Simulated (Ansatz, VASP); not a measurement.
**TiNi in VASP and in Ansatz**

INCAR

```
PREC = Accurate
ENCUT = 520
EDIFF = 1E-7
ISMEAR = 0
SIGMA = 0.1
LREAL = F
LASPH = T
NELM = 100
ALGO = Normal
ISIF = 2
LWAVE = F
LCHARG = F
GGA = PS
NBANDS = 18
```

The input KPOINTS:

```
regular mesh
0
Gamma
  14 14 14
```

Contents of POSCAR:

```
TiNi
1.0
    2.8789246236      0.0000000000      0.0000000000
    0.0000000000      2.8789246236      0.0000000000
    0.0000000000      0.0000000000      2.8789246236
Ti Ni
1 1
Direct
    0.5000000000      0.5000000000      0.5000000000
    0.0000000000      0.0000000000      0.0000000000
```

Input for Ansatz:

```yaml
crystal:
  lattice:
    - [2.8789246236, 0.0, 0.0]
    - [0.0, 2.8789246236, 0.0]
    - [0.0, 0.0, 2.8789246236]
  atoms:
    - { symbol: Ti, position: [0.5, 0.5, 0.5] }
    - { symbol: Ni, position: [0.0, 0.0, 0.0] }
basis:
  ecutwfc: 420
kpoints:
  mp_grid: { grid: [14, 14, 14] }
hamiltonian:
  xc: pbesol
scf:
  occupations: { method: gaussian, width: 0.1 }
output:
  forces: true
  stress: true
  eigenvalues: true
```

Alike in both runs: task single point; functional PBEsol; k mesh 14 × 14 × 14; occupations gaussian, width 0.1 eV; no spin polarisation.

|  | VASP | Ansatz |
| --- | --- | --- |
| version | VASP 6.6.1 | Ansatz 0.2.0 |
| potentials or method | VASP PAW PBE potentials, release 64 (Ti_sv, Ni) | scalar-relativistic, plane waves, PAW |
| plane-wave cutoff (eV) | 520 | 420 |
| valence electrons in the cell | 22 | 30 |

```tsv
	VASP	Ansatz	Ansatz less VASP
gap on the k mesh at the Fermi level (eV)	none	none	-
pressure (GPa)	19.7	20.2	+0.46
```

A gap of «none» marks a metal or a gap that the smearing closes. The two sets of potentials don't hold the same shells in valence.

Caveats: so large a pressure means that the cell lies far from this level's equilibrium, or that cutoff or potentials fall short (VASP); the potentials were made for another functional, which shifts forces and pressure (VASP). Spin polarisation is off, so any magnetic state and its effect on volume and gap are missing.
